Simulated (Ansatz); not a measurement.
# ZnS (F-43m) in Ansatz: notebook

One crystal, ZnS, is run at these levels: PBE; tasks: single point, equation of state.

Everything below comes from runs of Ansatz 0.2.0. Logs are shortened: lines on timing, memory, paths and dates and some standing lists are left out, and cuts for length are marked.

**What was measured.**

From “Electronic, vibrational, and thermodynamic properties of ZnS (zincblende and rocksalt structure)”, 2009, arxiv:0911.5022, for a bulk crystal of ZnS: bulk modulus 76.9 GPa.

How close the calculation comes is told below.

## Step 1: Starting point

Symmetry: F-43m, No. 216, cubic system. The conventional cell has a = 5.404 Å, b = 5.404 Å, c = 5.404 Å, α = 90.00°, β = 90.00°, γ = 90.00°. Around Zn (site symmetry -43m) lie 4 S at 2.34 Å. S (site symmetry -43m) is surrounded by 4 Zn at 2.34 Å.

## Step 2: Single point, PBE, 18.54 Å³/atom (volume scaled by 0.94)

File input.yaml:

```yaml
crystal:
  lattice:
    - [0.0, 2.6468416657, 2.6468416657]
    - [2.6468416657, 0.0, 2.6468416657]
    - [2.6468416657, 2.6468416657, 0.0]
  atoms:
    - { symbol: Zn, position: [0.75, 0.75, 0.75] }
    - { symbol: S, position: [0.0, 0.0, 0.0] }
hamiltonian:
  xc: pbe
  pseudopotentials: { kind: paw }
kpoints:
  mp_grid: { grid: [9, 9, 9] }
scf:
  occupations: { method: fermi_dirac, width: 0.05 }
output:
  forces: true
  stress: true
  eigenvalues: true
  write_density: true
  write_potential: true
  elf: true
  volumetric_format: npy
```

Potentials or basis: Ansatz PAW.

The run is started by

```
ansatz run input.yaml --threads 2 --pin off --max-ram 5120MiB --backend cpu --events-out ev --progress --plain --runs-dir out
```

The log of the run:

```text
Warning: RAYON_NUM_THREADS=2 ignored (pool sized by the plan → 2); use --threads N
Engine: ansatz 0.2.0, aarch64-unknown-linux-gnu
Pseudopotentials: kind: paw
Pseudopotential: Zn, paw, valence charge 12, recommended cutoff 420 eV (normal), Zn.paw.azcp
Pseudopotential: S, paw, valence charge 6, recommended cutoff 420 eV (normal), S.paw.azcp
Functional definition: PBE
  parameter kappa = 0.804
  parameter beta = 0.06672455060314922
  exchange = pbe_x(kappa = kappa, mu = beta*pi^2/3)
  correlation = pbe_c(beta = beta)
Crystal: 2 atoms, lattice volume = 37.086 Å³
Basis set: ecut = 420 eV, 725 PW (Γ), exchange–correlation on 54×54×54 points (8 copies of the dense FFT grid, shifted against one another)
Bands: 13, of which v1, the nominal top of the filled ones, is band 9 counted from 1 (8 counted from 0)
Symmetry: 24 space group operations
Space group: F-43m (ITA 216), of the structure as read, at distance tolerance 3.3e-5 Å
k-points: 35 of 729 (time reversal used)
Non-local potential: Zn, projectors of the file, l = 0: 2, l = 1: 2, l = 2: 3, l = 3: 1
Non-local potential: S, projectors of the file, l = 0: 2, l = 1: 2, l = 2: 2
PAW form: soft (Blöchl's): semilocal exchange-correlation on the pseudo side does not see the compensation charge
PAW one-centre angular grid: Zn, 590 points (default); XC on 64 Gauss nodes
PAW one-centre angular grid: S, 110 points (default); XC on 64 Gauss nodes
Initial density: superposition of atomic densities (neutral atoms: chi_scale 0, normalization atom), corrected by the library's trained network
Initial wavefunctions: pseudopotential atomic-orbital guess
Functional: x = pbe(κ = 0.804, μ = 0.2195149727645171), c = pbe(β = 0.06672455060314922)
SCF iter   1: F=—  HF=-4222.668559 eV  |F-HF|=—  |Δ(HF+E_count)|=         —  Δρ=5.71e-4  dr2=1.24e-4  ethr=1.77e-3  ⟨swp⟩=5.5  Hψ=2722  notcnv=0
preconditioner: auto → none  [insulator: Δε(μ)=2.374 eV  Ē_g=12.509 eV  σ=0.050 eV  W_gap=1.00  n_scr=14 (ndim 8)  ℏωp=25.9 eV  f_vac=0.017  D(μ)=0.00/eV (n_scr^D=0)  ε∞_Penn≈5.3]
SCF iter   2: F=—  HF=-4222.668555 eV  |F-HF|=—  |Δ(HF+E_count)|=   4.18e-6  Δρ=5.72e-4  dr2=5.74e-5  ethr=6.87e-7  ⟨swp⟩=2.5  Hψ=1109  notcnv=0
SCF iter   3: F=—  HF=-4222.668594 eV  |F-HF|=—  |Δ(HF+E_count)|=   3.88e-5  Δρ=1.69e-4  dr2=8.02e-6  ethr=3.19e-7  ⟨swp⟩=2.0  Hψ=735  notcnv=0
SCF iter   4: F=—  HF=-4222.668604 eV  |F-HF|=—  |Δ(HF+E_count)|=   1.01e-5  Δρ=5.81e-5  dr2=1.02e-6  ethr=4.45e-8  ⟨swp⟩=2.0  Hψ=735  notcnv=0
SCF iter   5: F=—  HF=-4222.668606 eV  |F-HF|=—  |Δ(HF+E_count)|=   1.55e-6  Δρ=3.52e-5  dr2=3.22e-7  ethr=5.68e-9  ⟨swp⟩=2.0  Hψ=770  notcnv=0
SCF iter   6: F=-4222.668606 eV  HF=-4222.668606 eV  |F-HF|=1.19e-8  |Δ(HF+E_count)|=   5.31e-7  Δρ=3.42e-6  dr2=1.86e-9  ethr=5.56e-10  ⟨swp⟩=6.0  Hψ=2708  notcnv=0
SCF 1 converged in 6 iterations: F = -4222.668606 eV  dr2 = 1.86e-9
SCF converged after 6 iterations
Free energy (F): -4222.668606 eV
Harris-Foulkes:  -4222.668606 eV  (|F-HF|=1.19e-8)
Internal energy: -4222.668606 eV  (E = F + TS)
E sigma→0 (E₀):  -4222.668606 eV
Fermi energy:    7.849752 eV
--- Per-component energies (eV) ---
  E_band       = 16.062159
  E_kinetic    = 240.079234
  E_local      = -2000.152930  (includes V_loc(G=0)·N_el)
  E_nonlocal   = 642.175190
  E_hartree    = 837.838097
  E_xc         = -235.379653
  E_vxc        = -140.861076  (∫ρ·V_xc dr)
  E_paw        = -2427.729331  (= ΣΔE_a)
  E_vpaw       = -400.854601  (= ΣTr[D̂ρ^β])
  E_aug_tail   = -0.000369  (compensation charges beyond the density's cutoff)
  E_ewald      = -1279.498844
  E_smearing   = -0.000000  (= −TS)
  E_closure    = 0.000000  (closes the sum)
  Σ components = -4222.668606   (vs F -4222.668606, Δ=0.00e0)
--- Forces (eV/Å), atoms counted from 1 ---
  atom   1  Zn     0.00000000     0.00000000     0.00000000
  atom   2  S     -0.00000000     0.00000000     0.00000000
  max |Σ_I F_I| component: 1.85e-17 eV/Å
--- Stress (GPa, compression-positive) ---
        7.012868      -0.000000      -0.000000
        0.000000       7.012868       0.000000
       -0.000000       0.000000       7.012868
  P = ⅓ Tr σ = 7.0129 GPa (70.129 kbar)
--- Band table (eV; the first three rows and the last of 35) ---
  k-point 0: bands = ["-6.9752", "0.0200", "0.0200", "0.0200", "0.5979", "0.5979", "6.6213", "6.6213", "6.6213", "9.0029", "12.9346", "12.9346", "12.9346"]
  k-point 1: bands = ["-6.8719", "0.0157", "0.0392", "0.0392", "0.5961", "0.5961", "5.6588", "6.4887", "6.4887", "9.6984", "12.8784", "13.1570", "13.1570"]
  k-point 2: bands = ["-6.5917", "0.0325", "0.0843", "0.0843", "0.5972", "0.5972", "4.0457", "6.1832", "6.1832", "10.2526", "13.4056", "13.5416", "13.5416"]
  k-point 34: bands = ["-5.5956", "0.1444", "0.3195", "0.4985", "0.5784", "0.9919", "1.7810", "3.4359", "4.0061", "12.1727", "12.7542", "14.1332", "15.7026"]
```

It took 1.1 s on 2 threads of Arm Neoverse V2, shared host; peak memory 0.3 GiB.

What came out:

```
Free energy            : -4222.6686 eV
Pressure               : 7.0 GPa
Band gap on the k mesh : 2.38 eV, direct
```

Caveat: odd divisions of the mesh miss points on the zone boundary, where band edges often lie, so the gap on the mesh can be too wide.

## Step 3: Single point, PBE, 18.94 Å³/atom (volume scaled by 0.96)

File input.yaml:

```yaml
crystal:
  lattice:
    - [0.0, 2.6654820099, 2.6654820099]
    - [2.6654820099, 0.0, 2.6654820099]
    - [2.6654820099, 2.6654820099, 0.0]
  atoms:
    - { symbol: Zn, position: [0.75, 0.75, 0.75] }
    - { symbol: S, position: [0.0, 0.0, 0.0] }
hamiltonian:
  xc: pbe
  pseudopotentials: { kind: paw }
kpoints:
  mp_grid: { grid: [9, 9, 9] }
scf:
  occupations: { method: fermi_dirac, width: 0.05 }
output:
  forces: true
  stress: true
  eigenvalues: true
```

Potentials or basis: Ansatz PAW.

The run is started by

```
ansatz run input.yaml --threads 2 --pin off --max-ram 5120MiB --backend cpu --events-out ev --progress --plain --runs-dir out
```

Run time: 0.85 s. Hardware: 2 threads of Arm Neoverse V2, shared host; peak memory 0.3 GiB.

It converged, with:

```
Free energy            : -4222.6981 eV
Pressure               : 5.0 GPa
Band gap on the k mesh : 2.29 eV, direct
```

Caveat: odd divisions of the mesh miss points on the zone boundary, where band edges often lie, so the gap on the mesh can be too wide.

## Step 4: Single point, PBE, 19.33 Å³/atom (volume scaled by 0.98)

input.yaml: that of step 3 with these lines changed.

```diff
@@ -2,5 +2,5 @@
   lattice:
-    - [0.0, 2.6654820099, 2.6654820099]
-    - [2.6654820099, 0.0, 2.6654820099]
-    - [2.6654820099, 2.6654820099, 0.0]
+    - [0.0, 2.6838652254, 2.6838652254]
+    - [2.6838652254, 0.0, 2.6838652254]
+    - [2.6838652254, 2.6838652254, 0.0]
   atoms:
```

The run is started by

```
ansatz run input.yaml --threads 2 --pin off --max-ram 5120MiB --backend cpu --events-out ev --progress --plain --runs-dir out
```

It took 0.86 s on 2 threads of Arm Neoverse V2, shared host; peak memory 0.3 GiB.

Results (log left out):

- Free energy: -4222.7183 eV
- Pressure: 3.2 GPa
- Band gap on the k mesh: 2.20 eV, direct

Caveat: odd divisions of the mesh miss points on the zone boundary, where band edges often lie, so the gap on the mesh can be too wide.

## Step 5: Single point, PBE, 19.73 Å³/atom

input.yaml: that of step 4 with these lines changed.

```diff
@@ -2,5 +2,5 @@
   lattice:
-    - [0.0, 2.6838652254, 2.6838652254]
-    - [2.6838652254, 0.0, 2.6838652254]
-    - [2.6838652254, 2.6838652254, 0.0]
+    - [0.0, 2.702, 2.702]
+    - [2.702, 0.0, 2.702]
+    - [2.702, 2.702, 0.0]
   atoms:
```

The run is started by

```
ansatz run input.yaml --threads 2 --pin off --max-ram 5120MiB --backend cpu --events-out ev --progress --plain --runs-dir out
```

It took 0.88 s on 2 threads of Arm Neoverse V2, shared host; peak memory 0.3 GiB.

The run converged. Its results:

```
Free energy            : -4222.7301 eV
Pressure               : 1.6 GPa
Band gap on the k mesh : 2.11 eV, direct
```

Caveat: odd divisions of the mesh miss points on the zone boundary, where band edges often lie, so the gap on the mesh can be too wide.

## Step 6: Single point, PBE, 20.12 Å³/atom (volume scaled by 1.02)

input.yaml: that of step 5 with these lines changed.

```diff
@@ -2,5 +2,5 @@
   lattice:
-    - [0.0, 2.702, 2.702]
-    - [2.702, 0.0, 2.702]
-    - [2.702, 2.702, 0.0]
+    - [0.0, 2.7198945612, 2.7198945612]
+    - [2.7198945612, 0.0, 2.7198945612]
+    - [2.7198945612, 2.7198945612, 0.0]
   atoms:
```

Potentials or basis: Ansatz PAW.

The run is started by

```
ansatz run input.yaml --threads 2 --pin off --max-ram 5120MiB --backend cpu --events-out ev --progress --plain --runs-dir out
```

Wall time 0.87 s (2 threads of Arm Neoverse V2, shared host); peak memory 0.3 GiB.

Results (log left out):

| Property | Result |
| --- | --- |
| Free energy | -4222.7343 eV |
| Pressure | 0.1 GPa |
| Band gap on the k mesh | 2.02 eV, direct |

Caveat: odd divisions of the mesh miss points on the zone boundary, where band edges often lie, so the gap on the mesh can be too wide.

## Step 7: Single point, PBE, 20.52 Å³/atom (volume scaled by 1.04)

input.yaml: that of step 6 with these lines changed.

```diff
@@ -2,5 +2,5 @@
   lattice:
-    - [0.0, 2.7198945612, 2.7198945612]
-    - [2.7198945612, 0.0, 2.7198945612]
-    - [2.7198945612, 2.7198945612, 0.0]
+    - [0.0, 2.7375567091, 2.7375567091]
+    - [2.7375567091, 0.0, 2.7375567091]
+    - [2.7375567091, 2.7375567091, 0.0]
   atoms:
```

The run is started by

```
ansatz run input.yaml --threads 2 --pin off --max-ram 5120MiB --backend cpu --events-out ev --progress --plain --runs-dir out
```

Wall time 0.89 s (2 threads of Arm Neoverse V2, shared host); peak memory 0.3 GiB.

The run converged. Its results:

```
Free energy            : -4222.7318 eV
Pressure               : -1.2 GPa
Band gap on the k mesh : 1.94 eV, direct
```

Caveat: odd divisions of the mesh miss points on the zone boundary, where band edges often lie, so the gap on the mesh can be too wide.

## Step 8: Single point, PBE, 20.91 Å³/atom (volume scaled by 1.06)

input.yaml: that of step 7 with these lines changed.

```diff
@@ -2,5 +2,5 @@
   lattice:
-    - [0.0, 2.7375567091, 2.7375567091]
-    - [2.7375567091, 0.0, 2.7375567091]
-    - [2.7375567091, 2.7375567091, 0.0]
+    - [0.0, 2.7549938462, 2.7549938462]
+    - [2.7549938462, 0.0, 2.7549938462]
+    - [2.7549938462, 2.7549938462, 0.0]
   atoms:
@@ -19 +19,5 @@
   eigenvalues: true
+  write_density: true
+  write_potential: true
+  elf: true
+  volumetric_format: npy
```

The run is started by

```
ansatz run input.yaml --threads 2 --pin off --max-ram 5120MiB --backend cpu --events-out ev --progress --plain --runs-dir out
```

Wall time 1.2 s (2 threads of Arm Neoverse V2, shared host); peak memory 0.31 GiB.

It converged, with:

```
Free energy            : -4222.7231 eV
Pressure               : -2.3 GPa
Band gap on the k mesh : 1.86 eV, direct
```

Caveat: odd divisions of the mesh miss points on the zone boundary, where band edges often lie, so the gap on the mesh can be too wide.

## Step 9: Equation of state, PBE

Potentials or basis: Ansatz PAW.

This step only gathers the single runs of the series.

Results:

| Quantity | Value |
| --- | --- |
| Equilibrium volume | 20.16 Å³/atom |
| Bulk modulus | 70 GPa |
| Pressure derivative of the bulk modulus | 4.4 |

Energy against volume, from the lowest point:
```tsv
volume (Å³/atom)	energy (meV/atom)
18.543	32.86
18.938	18.09
19.332	8.00
19.727	2.11
20.121	0.00
20.516	1.27
20.910	5.60
```

## Step 10: How close it comes

Step 9. A measured bulk modulus of ZnS is 76.9 GPa (quoted in “Electronic, vibrational, and thermodynamic properties of ZnS (zincblende and rocksalt structure)”, 2009, arxiv:0911.5022); the calculated 70 GPa misses it by -9.6 %. The fit is for a static lattice scaled at fixed shape and fixed fractional positions.
